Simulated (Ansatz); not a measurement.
`[GeH3][SiH]1CS1` + `CC(=O)O` → `O=C(O)[CH2][GeH3]` + `C1[SiH2]S1`  (formal exchange of groups at a Ge–Si bond)

Computed with Ansatz on PBE0-D4/def2-TZVP structures; ΔE is electronic, products minus reactants. CBS: MP2 limit from def2 TZ/QZ plus the TZ coupled-cluster correction, frozen cores. DFT in def2-TZVPP. For Ge outer-core shells are correlated without core-valence functions, which leaves a few kJ/mol of doubt a bond. Scalar relativity is left out up to krypton. One conformer a species, not always the lowest.

Is it downhill or uphill in electronic energy at CCSD(T)/CBS, and by how much? (Estimate.)

The calculation gave: Uphill: ΔE = +35.0 kJ/mol.

What do these levels give: PBE0-D4, r2SCAN, HF/def2-TZVPP, SCS-MP2/def2-TZVPP, CCSD/def2-TZVPP, CCSD(T)/def2-TZVPP? (Best estimate.)

Ansatz gave: PBE0-D4 43.6, r2SCAN 40.4, HF/def2-TZVPP 29.9, SCS-MP2/def2-TZVPP 28.8, CCSD/def2-TZVPP 32.2, CCSD(T)/def2-TZVPP 32.8 kJ/mol.

Largest T1 diagnostic among the species: 0.015.
